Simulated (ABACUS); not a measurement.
# BaTiO3 (P1) in ABACUS: a series of runs

The runs below take BaTiO3 through single point, with PBE.

Program: ABACUS 3.10.1. These are calculated values, not measurements. Logs are shortened: lines on timing, memory, paths and dates and some standing lists are left out, and cuts for length are marked.

## (1) The structure

The typed cell holds 5 atoms: a = 3.753 Å, b = 4.526 Å, c = 3.794 Å, α = 93.52°, β = 80.30°, γ = 98.03°.

## (2) Single point, PBE

run_abacus.py

```python
"""ABACUS run from a structure file: ASE reads it, the script writes STRU, KPT and INPUT."""
import re
import subprocess
from ase.io import read
from ase.units import Bohr

atoms = read("BaTiO3.cif")
atoms = atoms[(-atoms.numbers).argsort(kind="stable")]  # ABACUS lists atoms element by element
pseudo = {'Ba': 'Ba.upf', 'Ti': 'Ti.upf', 'O': 'O.upf'}
orbital = {}
magmoms = None
kmesh = [5, 4, 5]
params = {
    'suffix': 'BaTiO3',
    'calculation': 'scf',
    'basis_type': 'pw',
    'pseudo_dir': './',
    'symmetry': 1,
    'dft_functional': 'pbe',
    'ecutwfc': 92,
    'pseudo_rcut': 7,
    'nspin': 1,
    'nbands': 24,
    'ks_solver': 'dav',
    'smearing_method': 'fd',
    'smearing_sigma': 0.00367493,
    'scf_thr': 1e-08,
    'scf_nmax': 100,
    'mixing_type': 'broyden',
    'mixing_beta': 0.7,
    'cal_force': 1,
    'cal_stress': 1,
    'out_chg': 1,
    'out_pot': 2,
    'out_elf': 1,
}

symbols = atoms.get_chemical_symbols()
elements = list(dict.fromkeys(symbols))
lines = ["ATOMIC_SPECIES"] + [f"{e} {atoms.get_masses()[symbols.index(e)]:.4f} {pseudo[e]}" for e in elements]
if orbital:
    lines += ["", "NUMERICAL_ORBITAL"] + [orbital[e] for e in elements]
lines += ["", "LATTICE_CONSTANT", f"{1 / Bohr:.10f}", "", "LATTICE_VECTORS"]
lines += [" ".join(f"{x:.10f}" for x in v) for v in atoms.cell]
lines += ["", "ATOMIC_POSITIONS", "Direct"]
for e in elements:
    lines += ["", e, "0.0", str(symbols.count(e))]
    for i, p in enumerate(atoms.get_scaled_positions(wrap=False)):
        if symbols[i] == e:
            mag = "" if magmoms is None else " mag " + " ".join(str(x) for x in (magmoms[i] if isinstance(magmoms[i], list) else [magmoms[i]]))
            lines.append(" ".join(f"{x:.10f}" for x in p) + " 1 1 1" + mag)
open("STRU", "w").write("\n".join(lines) + "\n")
open("KPT", "w").write("K_POINTS\n0\nGamma\n%d %d %d 0 0 0\n" % tuple(kmesh))
open("INPUT", "w").write("INPUT_PARAMETERS\n" + "".join(f"{k:<20s}{v}\n" for k, v in params.items()))

done = subprocess.run(['mpirun', '-np', '4', 'abacus'])
if done.returncode:
    raise SystemExit(done.returncode)
log = open("OUT.BaTiO3/running_scf.log").read()
print("final energy (eV):", re.findall(r"FINAL_ETOT_IS (\S+)", log))
```

BaTiO3.cif

```cif
data_BaTiO3
_cell_length_a 3.75275920
_cell_length_b 4.52573329
_cell_length_c 3.79350846
_cell_angle_alpha 93.52256709
_cell_angle_beta 80.29560017
_cell_angle_gamma 98.03236172
_space_group_name_H-M_alt 'P1'
_space_group_name_Hall 'P 1'
_space_group_IT_number 1
loop_
_space_group_symop_operation_xyz
'x,y,z'
loop_
_atom_site_label
_atom_site_type_symbol
_atom_site_symmetry_multiplicity
_atom_site_Wyckoff_symbol
_atom_site_fract_x
_atom_site_fract_y
_atom_site_fract_z
_atom_site_occupancy
Ba1 Ba 1 a 0.0036372600 0.9972694200 0.9985015400 1
Ti1 Ti 1 a 0.5002452300 0.5116078500 0.5101821300 1
O1 O 1 a 0.9983542100 0.4928168200 0.4950359800 1
O2 O 1 a 0.4999067000 0.5015397800 0.9945381500 1
O3 O 1 a 0.4978566000 0.9929861300 0.4979621900 1
```

Potentials or basis: Ansatz NC PBE, plane waves.

Command:

```console
> OMP_NUM_THREADS=1 python run_abacus.py > log
```

running log:

```text
[... set-up lines left out ...]
 PW ALGORITHM --------------- ION=   1  ELEC=   1--------------------------------

 Density error is 2.16129019749
                          Error Threshold = 0.01
----------------------------------------------------------
     Energy           Rydberg                 eV
----------------------------------------------------------
 E_KohnSham     -276.6543652298      -3764.0757436989
 E_Harris       -275.1275766528      -3743.3027194096
 E_Fermi        0.8781725149         11.9481500294
----------------------------------------------------------

 PW ALGORITHM --------------- ION=   1  ELEC=   2--------------------------------

 Density error is 23.5208205824
                          Error Threshold = 0.00540322549374
----------------------------------------------------------
     Energy           Rydberg                 eV
----------------------------------------------------------
 E_KohnSham     -274.2297629680      -3731.0873375545
 E_Harris       -258.9574726098      -3523.2971671725
 E_Fermi        0.9180880054         12.4912281384
----------------------------------------------------------

 PW ALGORITHM --------------- ION=   1  ELEC=   3--------------------------------

 Density error is 0.612893509759
                          Error Threshold = 0.00540322549374
----------------------------------------------------------
     Energy           Rydberg                 eV
----------------------------------------------------------
 E_KohnSham     -277.7866301647      -3779.4809984587
 E_Harris       -284.3991784796      -3869.4493338413
 E_Fermi        0.9509021777         12.9376878573
----------------------------------------------------------

 PW ALGORITHM --------------- ION=   1  ELEC=   4--------------------------------

 Density error is 0.353883226547
                          Error Threshold = 0.0015322337744
----------------------------------------------------------
     Energy           Rydberg                 eV
----------------------------------------------------------
 E_KohnSham     -277.6875660721      -3778.1331623314
 E_Harris       -281.3043289259      -3827.3417454581
 E_Fermi        0.9140904278         12.4368383047
----------------------------------------------------------

 PW ALGORITHM --------------- ION=   1  ELEC=   5--------------------------------

 Density error is 0.0257561574681
                          Error Threshold = 0.000884708066367
----------------------------------------------------------
     Energy           Rydberg                 eV
----------------------------------------------------------
 E_KohnSham     -277.7204380535      -3778.5804085837
 E_Harris       -278.7515297019      -3792.6091301627
 E_Fermi        0.8856906767         12.0504398685
----------------------------------------------------------

 PW ALGORITHM --------------- ION=   1  ELEC=   6--------------------------------

 Density error is 0.00914471239192
                          Error Threshold = 6.43903936702e-05
----------------------------------------------------------
     Energy           Rydberg                 eV
----------------------------------------------------------
 E_KohnSham     -277.7200295082      -3778.5748500393
 E_Harris       -278.4241746884      -3788.1552367096
 E_Fermi        0.8798448993         11.9709039863
----------------------------------------------------------

 PW ALGORITHM --------------- ION=   1  ELEC=   7--------------------------------

 Density error is 0.00129078552052
                          Error Threshold = 2.28617809798e-05
----------------------------------------------------------
     Energy           Rydberg                 eV
----------------------------------------------------------
 E_KohnSham     -277.7202709146      -3778.5781345418
 E_Harris       -277.9371139297      -3781.5284351193
 E_Fermi        0.8740864463         11.8925562144
----------------------------------------------------------

 PW ALGORITHM --------------- ION=   1  ELEC=   8--------------------------------

 Density error is 0.000230370058897
                          Error Threshold = 3.22696380129e-06
----------------------------------------------------------
     Energy           Rydberg                 eV
----------------------------------------------------------
 E_KohnSham     -277.7207497819      -3778.5846498655
 E_Harris       -277.6420673624      -3777.5141206280
 E_Fermi        0.8715418067         11.8579346162
----------------------------------------------------------

 PW ALGORITHM --------------- ION=   1  ELEC=   9--------------------------------

 Density error is 6.66398042921e-05
                          Error Threshold = 5.75925147242e-07
----------------------------------------------------------
     Energy           Rydberg                 eV
----------------------------------------------------------
 E_KohnSham     -277.7207528140      -3778.5846911204
 E_Harris       -277.6779146177      -3778.0018475577
 E_Fermi        0.8718365092         11.8619442492
----------------------------------------------------------

 PW ALGORITHM --------------- ION=   1  ELEC=  10--------------------------------

 Density error is 1.19944220316e-05
                          Error Threshold = 1.6659951073e-07
----------------------------------------------------------
     Energy           Rydberg                 eV
----------------------------------------------------------
 E_KohnSham     -277.7207545129      -3778.5847142351
 E_Harris       -277.6982925917      -3778.2791041189
 E_Fermi        0.8720085982         11.8642856405
----------------------------------------------------------

 PW ALGORITHM --------------- ION=   1  ELEC=  11--------------------------------

 Density error is 5.91440164551e-08
                          Error Threshold = 2.99860550789e-08
----------------------------------------------------------
     Energy           Rydberg                 eV
----------------------------------------------------------
 E_KohnSham     -277.7207571614      -3778.5847502690
 E_Harris       -277.7185575761      -3778.5548233758
 E_Fermi        0.8722250775         11.8672309919
----------------------------------------------------------

 PW ALGORITHM --------------- ION=   1  ELEC=  12--------------------------------

 Density error is 1.2374151064e-08
                          Error Threshold = 1.47860041138e-10
----------------------------------------------------------
     Energy           Rydberg                 eV
----------------------------------------------------------
 E_KohnSham     -277.7207573097      -3778.5847522875
 E_Harris       -277.7203000011      -3778.5785302843
 E_Fermi        0.8722493359         11.8675610454
----------------------------------------------------------

 PW ALGORITHM --------------- ION=   1  ELEC=  13--------------------------------

 Density error is 8.20798491999e-10
                          Error Threshold = 3.093537766e-11
----------------------------------------------------------
     Energy           Rydberg                 eV
----------------------------------------------------------
 E_KohnSham     -277.7207573122      -3778.5847523212
 E_KS(sigma->0) -277.7207547810      -3778.5847178821
 E_Harris       -277.7207910451      -3778.5852112805
 E_band         -9.1984487995        -125.1513164342
 E_one_elec     -72.8170998447       -990.7274697233
 E_Hartree      61.3940416483        835.3087896656
 E_xc           -59.2481538485       -806.1124883204
 E_Ewald        -207.0495402048      -2817.0535150648
 E_entropy(-TS) -0.0000050625        -0.0000688782
 E_descf        0.0000000000         0.0000000000
 E_exx          0.0000000000         0.0000000000
 E_Fermi        0.8722528920         11.8676094285
----------------------------------------------------------

 charge density convergence is achieved
 final etot is -3778.5847523 eV
 EFERMI = 11.867609428 eV
The vacuum level is 12.077342889 eV

 STATE ENERGY(eV) AND OCCUPATIONS    NSPIN == 1
 1/51 kpoint (Cartesian) = 0.0000 0.0000 0.0000 (1577 pws)
       1       -45.7651      0.0200000
       2       -22.1038      0.0200000
       3       -22.0643      0.0200000
       4       -21.9900      0.0200000
       5       -13.9442      0.0200000
       6       -6.65934      0.0200000
[... 16 lines left out ...]
      23        12.7548    3.93771e-10
      24        13.8984    4.59243e-20

 2/51 kpoint (Cartesian) = 0.053294 0.0075207 -0.0088287 (1576 pws)
       1       -45.7641      0.0400000
       2       -22.1243      0.0400000
       3       -22.0629      0.0400000
       4       -22.0080      0.0400000
       5       -13.8654      0.0400000
       6       -6.52686      0.0400000
[... 16 lines left out ...]
      23        13.4957    2.88878e-16
      24        14.0872    2.10184e-21

 3/51 kpoint (Cartesian) = 0.10659 0.015041 -0.017657 (1581 pws)
       1       -45.7626      0.0400000
       2       -22.1704      0.0400000
       3       -22.0604      0.0400000
       4       -22.0232      0.0400000
       5       -13.7314      0.0400000
       6       -6.52726      0.0400000
[... 16 lines left out ...]
      23        14.6299    4.06558e-26
      24        14.6941    1.12492e-26

 4/51 kpoint (Cartesian) = 0.0000 0.055787 0.0021672 (1583 pws)
       1       -45.7650      0.0400000
       2       -22.1059      0.0400000
       3       -22.0656      0.0400000
       4       -21.9925      0.0400000
       5       -13.9111      0.0400000
       6       -6.81049      0.0400000
[... 16 lines left out ...]
      23        13.1130    6.09112e-13
      24        15.0459    9.89952e-30

 5/51 kpoint (Cartesian) = 0.053294 0.063308 -0.0066615 (1588 pws)
       1       -45.7641      0.0400000
       2       -22.1258      0.0400000
       3       -22.0639      0.0400000
       4       -22.0112      0.0400000
       5       -13.8329      0.0400000
       6       -6.67253      0.0400000
[... 16 lines left out ...]
      23        13.6457    1.43765e-17
      24        15.1423    1.43927e-30

 6/51 kpoint (Cartesian) = 0.10659 0.070828 -0.015490 (1580 pws)
       1       -45.7626      0.0400000
       2       -22.1701      0.0400000
       3       -22.0613      0.0400000
       4       -22.0273      0.0400000
       5       -13.7170      0.0400000
       6       -6.47327      0.0400000
[... 16 lines left out ...]
      23        14.6788    1.52887e-26
      24        15.2169    3.24088e-31

[... levels at 45 further k points ...]

------------------------------------------------------------------------------------------
 TOTAL-FORCE (eV/Angstrom)
------------------------------------------------------------------------------------------
                       Ba1        -0.0470960933         0.2713529757         0.1819934797
                       Ti1        -0.2212964402         0.5727195737        -0.1178144672
                        O1         0.1108817645        -0.1261756090        -0.1544881730
                        O2        -0.0929181511        -0.0298236736         0.0714608116
                        O3         0.2504289201        -0.6880732668         0.0188483489
------------------------------------------------------------------------------------------

----------------------------------------------------------------
 TOTAL-STRESS (KBAR)
----------------------------------------------------------------
       232.5544275153       164.1110687475      -230.9438140536
       164.1110687475       -28.5885667875        14.5832350093
      -230.9438140536        14.5832350093       311.9075798704
----------------------------------------------------------------
 TOTAL-PRESSURE: 171.957814 KBAR

 --------------------------------------------
 !FINAL_ETOT_IS -3778.5847523211750740 eV
 --------------------------------------------
```

It took 1.7 min on 4 MPI ranks of Intel Xeon Platinum 8259CL at 2.50GHz (Skylake/Cascade Lake), shared host; peak memory 0.52 GiB.

What came out:

| Item | Value |
| --- | --- |
| Free energy | -3778.5848 eV |
| Pressure | 17.2 GPa |
| Largest force | 0.732 eV/Å |
| Band gap on the k mesh | 0.61 eV, indirect (least direct gap 0.70 eV) |

Forces on the atoms (eV/Å):
```
Ba  -0.047  0.271  0.182
Ti  -0.221  0.573 -0.118
O    0.111 -0.126 -0.154
O   -0.093 -0.030  0.071
O    0.250 -0.688  0.019
```

Stress tensor (GPa, compression positive):
```
 23.26  16.41 -23.09
 16.41  -2.86   1.46
-23.09   1.46  31.19
```

Caveat: there are fewer bands than atomic start orbitals, so a level may be missed at k points of high symmetry; spin-orbit coupling is left out, which moves the levels of the heavy elements; an odd mesh through Γ misses points on the zone boundary, where band edges often lie.

(Continued in part 2 of 2.)
